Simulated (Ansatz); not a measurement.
Crystal: Al.

```
Al
1.0
     4.49160    0.00000    0.00000
    -2.24580    3.88984    0.00000
     0.00000    0.00000    2.72260
Al
2
Direct
  0.33333 0.66667 0.00000
  0.66667 0.33333 0.00000
```

The cell was built by a generator and needn't be a form met in nature.

| Quantity | Value |
| --- | --- |
| Program | Ansatz 0.2.0 |
| Task | relaxation of cell and atoms |
| Functional | PBE0 |
| Potentials or basis | Ansatz PAW |
| Cutoff | 420 eV (not typed: the program's choice for these potentials) |
| k mesh | 4 × 4 × 5 |
| Occupations | fermi-dirac, width 0.05 eV |
| Spin | no spin polarisation |

At the start: volume 23.78 Å³/atom.

Q: How do energy, volume and symmetry change on relaxing?

A: It ends after 5 steps and the volume is 24.76 Å³/atom (+4.1 %); space group P6/mmm (No. 191, to 0.05 Å).

The path:
| step | energy change (eV) | largest force (eV/Å) | volume (Å³) |
| --- | --- | --- | --- |
| 1 | 0.0000 | 0.0000 | 47.57 |
| 2 | -0.0134 | 0.0000 | 49.47 |
| 3 | -0.0139 | 0.0000 | 49.52 |
| 4 | -0.0139 | 0.0000 | 49.53 |
| 5 | -0.0144 | 0.0000 | 49.53 |

Final structure:
```xyz
2
Lattice="4.5348 0.0000 0.0000 -2.2674 3.9273 0.0000 0.0000 0.0000 2.7809" Properties=species:S:1:pos:R:3 pbc="T T T"
Al    0.0000    2.6182    0.0000
Al    2.2674    1.3091    0.0000
```

Caveat: the k mesh is coarse (spacing up to 0.46 Å⁻¹), so the values aren't converged, least of all with exact exchange; the plane-wave basis is chosen anew once the cell has moved, so the energies of steps on either side of that aren't comparable; the PAW data sets come from PBE, with cores solved anew for the run's functional, which leaves a small shift of forces and pressure.
